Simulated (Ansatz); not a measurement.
# Yb: levels along high-symmetry lines

```yaml
crystal:
  lattice:
    - [-2.05232, 2.05232, 2.05232]
    - [2.05232, -2.05232, 2.05232]
    - [2.05232, 2.05232, -2.05232]
  atoms:
    - { symbol: Yb, position: [0.00000, 0.00000, 0.00000] }
```

Conventional cell: a = 4.105 Å, b = 4.105 Å, c = 4.105 Å, α = 90.00°, β = 90.00°, γ = 90.00°. Yb (atom 1) has 8 Yb at 3.55 Å as nearest neighbours.

The cell was built from the bcc type and relaxed in the same program, and has space group Im-3m; it needn't be a known or the stable phase.

Semilocal functionals without a Hubbard term describe localised f shells poorly; where the shell is localised, the real material differs.

Spin–orbit coupling is left out, though it moves levels of the heavy atoms by tenths of an eV or more.

Theory: DFT, PBE, all-electron LAPW, scalar-relativistic in Ansatz 0.2.0.

Settings: a Γ-centred 15×15×15 k mesh, Fermi–Dirac smearing of 0.05 eV, basis error target 0.5 meV/atom, no spin polarisation.

Points in fractions of the reciprocal vectors of this cell: Γ (0, 0, 0), H (0.5, -0.5, 0.5), N (0, 0, 0.5), P (0.25, 0.25, 0.25). The path joins them by straight lines in the order Γ–H–N–Γ–P–H–P–N; legs that retrace an earlier one aren't tabulated. Energies are in eV from the Fermi level.

Problem. Is there a gap?

Solution. none: bands cross the Fermi level, a metal.

Problem. List the levels between -5 and 2.5 eV at the symmetry points.

Solution. 
Γ: -0.45 (×3), -0.31 (×3), -0.28
H: -0.57 (×2), -0.45, -0.40 (×3), -0.30 (×3)
N: -1.69, -0.44, -0.44, -0.41, -0.34, -0.34, -0.32, -0.30, 0.73, 1.32
P: -0.43, -0.38 (×3), -0.34 (×3), 0.44 (×3)
